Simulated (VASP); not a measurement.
Wanted: the native input for a VASP 6.6.1 run.

```
Task                   : single point
Functional             : PBE
Potentials or basis    : VASP PAW PBE potentials, release 64 (Si, O)
Cutoff                 : 520 eV
k mesh                 : 1 × 1 × 1
Occupations            : fermi-dirac, width 0.2585 eV
Spin                   : no spin polarisation
Dipole correction      : no
Further INCAR settings : LREAL = Auto; ALGO = Normal; EDIFF = 1e-06; NBANDS = 82; ISYM = 0
```

The structure of SiO2 lies in POSCAR:

```
SiO2
1.0
    7.3165870000      0.0183810000     -0.3035480000
    0.0183810000      7.3673890000     -0.1002770000
   -0.3035480000     -0.1002770000      6.9127040000
Si O
8 16
Direct
    0.3836149060      0.3404443091      0.9845017625
    0.9519550055      0.1656794256      0.7291069998
    0.3496985029      0.0967880800      0.6197457463
    0.4957673604      0.6466485476      0.6778732558
    0.8492995526      0.7963054291      0.8054671949
    0.0836400888      0.7568561256      0.4652600550
    0.5991265980      0.3572243395      0.4072041947
    0.0565227616      0.6142527420      0.0293570784
    0.4582948663     -0.1278284842      0.6622730025
    0.1577970802     -0.0141432356      0.5623298418
    1.0727875347      0.7680027976      0.8859685771
    0.1931282085      0.4491435519      0.0778758138
    0.5130510866      0.4502508390      0.1834964197
    0.4547508664      0.2307803430      0.4748779459
    0.2048901890      0.5720072400      0.5230604662
    0.5811672379      0.5627029631      0.4989085773
    0.8328242323      0.3207494294      0.6325973050
    0.1719645085      0.2356781284     -0.1603624894
    0.8381249670      1.0405394492      0.8542484000
    0.8893699989      0.8027302492      0.5570122582
    1.0448846577      0.7579411221      0.2288870911
    0.3879029520      0.5486020070      0.8392496379
    0.4722867564      0.1311682966      0.8569160293
    0.7144251729      0.6368253548      0.8400925699
```

The cell was built by a generator and needn't be a form met in nature.

These files were run (other wordings do the same):

INCAR

```
SYSTEM = SiO2
PREC     = Accurate       ! precision mode
ENCUT    = 520            ! plane-wave cutoff, eV
EDIFF    = 1E-6           ! SCF threshold, eV
ISMEAR   = -1             ! smearing method
SIGMA    = 0.2585         ! smearing width, eV
LREAL    = Auto         
LASPH    = .True.         ! aspherical terms in the spheres
NELM     = 100            ! most SCF steps
ALGO     = Normal         ! electronic algorithm
ISIF     = 2              ! what is computed and relaxed
LWAVE    = .False.        ! write WAVECAR
LCHARG   = .False.        ! write CHGCAR
GGA      = PE             ! functional
NBANDS   = 82             ! bands
ISYM     = 0
```

KPOINTS

```
regular mesh
0
Gamma
  1 1 1
  0 0 0
```

Potentials or basis: VASP PAW PBE potentials, release 64 (Si, O).

Run with:

```sh
$ cat potpaw_PBE.64/Si/POTCAR potpaw_PBE.64/O/POTCAR > POTCAR
$ mpirun -np 1 vasp_gam > vasp.out
```

Results of the run:

| Property | Result |
| --- | --- |
| Pressure | -4.4 GPa |
| Largest force | 6.515 eV/Å |
| Band gap on the k mesh | 0.82 eV, direct |

It took 86 s on 1 thread of Intel(R) Xeon(R) Platinum 8488C (Sapphire Rapids), on a shared host, peak memory 0.35 GiB.
